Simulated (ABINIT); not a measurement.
Runs of ABINIT 10.8.3 (patched build) on Zn. The structure is hexagonal, space group P6_3/mmc (No. 194). The conventional cell has a = 2.670 Å, b = 2.670 Å, c = 4.966 Å, α = 90.00°, β = 90.00°, γ = 120.00°. Zn (site symmetry -6m2) has 12 Zn at 2.67 to 2.92 Å as nearest neighbours. 

```csv
task,potentials or basis,cell,k mesh,cutoff (eV),fine-grid cutoff,cell freedom (optcell),cutoff smearing ecutsm (Ha),optimiser (ionmov),force stop (Ha/bohr),mesh quality,gap on the mesh (eV),pressure (GPa)
single point,JTH PAW PBE v2.0,as given,9 × 9 × 5,707,1306.15 eV,-,-,-,-,not flagged,none,-4.7
single point,"Ansatz PAW PBE default generated set, frozen core",as given,9 × 9 × 5,490,979.61 eV,-,-,-,-,not flagged,none,-4.7
single point,SG15 NC PBE v1.2,as given,9 × 9 × 5,1143,-,-,-,-,-,not flagged,none,(a)
single point,Ansatz NC r2SCAN,as given,9 × 9 × 5,1578,-,-,-,-,-,not flagged,none,-4.7
relaxation of cell and atoms,JTH PAW PBE v2.0,relaxed,7 × 7 × 4,707,1306.15 eV,2,0.5,2,0.0005,coarse,none,-0.1
single point,PseudoDojo NC SR PBE v0.4.1 standard,as given,9 × 9 × 5,1361,-,-,-,-,-,not flagged,none,-4.5
```

Alike in all rows: level r2SCAN; no spin polarisation; smearing fermi-dirac 0.05 eV.

Problem. Fill in the values left out.

Solution. (a) -3.8.

Caveats: some runs use coarse meshes; the PAW data sets were made with another functional, which shifts forces and pressure a little (some runs); the potentials were made for another functional, which shifts forces and pressure (some runs); the atomic spheres overlap (some runs); a meta-GGA on potentials with a model core is unreliable (some runs).

A gap of «none» marks a metal or a gap under the smearing width.

The runs don't all hold the same shells in valence.
